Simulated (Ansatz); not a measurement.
A 3-atom cell of K2S started from a crystallographic database, relaxed with r2SCAN: 4 runs in Ansatz, each a calculation of independent-particle optics. Space group Fm-3m (No. 225), cubic; conventional cell a = 7.405 Å, 33.84 Å³ an atom. K has 4 S at 3.21 Å; S has 8 K at 3.21 Å. No spin polarisation and no zero-point or thermal motion.

```yaml
crystal:
  lattice:
    - [0.00000, 3.70272, 3.70272]
    - [3.70272, 0.00000, 3.70272]
    - [3.70272, 3.70272, 0.00000]
  atoms:
    - { symbol: K, position: [0.25000, 0.25000, 0.25000] }
    - { symbol: K, position: [0.75000, 0.75000, 0.75000] }
    - { symbol: S, position: [0.00000, 0.00000, 0.00000] }
```

On meshes this coarse, single peaks can be features of the mesh. No local fields, no excitons; the zone sum runs over the cells of the mesh, and ε∞ includes the bands left out of the spectrum. Up to four peaks are listed, those above 15 % of the tallest and inside the complete range; the four can differ from row to row. Rows marked drawn have settings drawn at random (some not listed).

| functional | k mesh | broadening (eV) | scissors (eV) | range (eV) | settings | direct gap on the mesh before scissors (eV) | ε∞ xx | ε∞ yy | ε∞ zz | complete up to (eV) | tallest peaks of mean ε₂ (eV) |
| --- | --- | --- | --- | --- | --- | --- | --- | --- | --- | --- | --- |
| PBE | 4×4×4 | 0.1 | 0.00 | 0–15 | chosen | 2.58 | 3.50 | 3.50 | 3.50 | 15.0 | 4.30 5.50 5.85 8.50 |
| r2SCAN | 4×4×4 | 0.1 | 0.00 | 0–15 | chosen | 2.95 | 3.22 | 3.22 | 3.22 | 15.0 | 4.45 6.15 9.15 9.45 |
| PBE | 4×4×4 | 0.1 | 0.92 (to HSE06) | 0–15 | chosen | 2.58 | 3.17 | 3.17 | 3.17 | 15.0 | 5.20 6.40 6.80 9.40 |
| PBE | 4×4×4 | 0.05 | 0.00 | 2–10 | drawn | 2.58 | 3.50 | 3.50 | 3.50 | 10.0 | 4.20 5.40 6.00 8.40 |

The fundamental gap is indirect (2.38 eV with PBE on 4×4×4); the table holds the direct one.
